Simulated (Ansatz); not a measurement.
Wanted: the native input for an Ansatz 0.2.0 run.

* Task: single point
* Functional: PBE
* Potentials or basis: all-electron LAPW, scalar-relativistic
* Cutoff: 179 eV (chosen from the basis error)
* Basis error allowed: 0.001 eV/atom
* k mesh: 11 × 11 × 11
* Occupations: gaussian, width 0.05 eV
* Spin: no spin polarisation

Crystal: In.

```xyz
1
Lattice="-1.6255 1.6255 2.4737 1.6255 -1.6255 2.4737 1.6255 1.6255 -2.4737" Properties=species:S:1:pos:R:3 pbc="T T T"
In    0.0000    0.0000    0.0000
```

These files were run (other wordings do the same):

input.yaml

```yaml
crystal:
  lattice:
    - [-1.62547, 1.62547, 2.4737]
    - [1.62547, -1.62547, 2.4737]
    - [1.62547, 1.62547, -2.4737]
  atoms:
    - { symbol: In, position: [0.0, 0.0, 0.0] }
kpoints:
  mp_grid: { grid: [11, 11, 11] }
scf:
  occupations: { method: gaussian, width: 0.05 }
hamiltonian:
  xc: pbe
  pseudopotentials: { kind: all_electron, lapw: { basis_error: 0.001 } }
output:
  forces: true
  stress: true
  eigenvalues: true
```

Potentials or basis: all-electron LAPW, scalar-relativistic.

The run is started by

```sh
$ ansatz run input.yaml --threads 1 --pin off --max-ram 3072MiB --backend cpu --events-out ev --progress --plain --runs-dir out
```

It gave:

```json
{"Pressure": "2.0 GPa", "Band gap on the k mesh": "none (metal or under the smearing width)"}
```

It took 8.7 s on 1 thread of Intel(R) Xeon(R) Processor @ 2.70GHz, with other jobs on the host, peak memory 0.31 GiB.
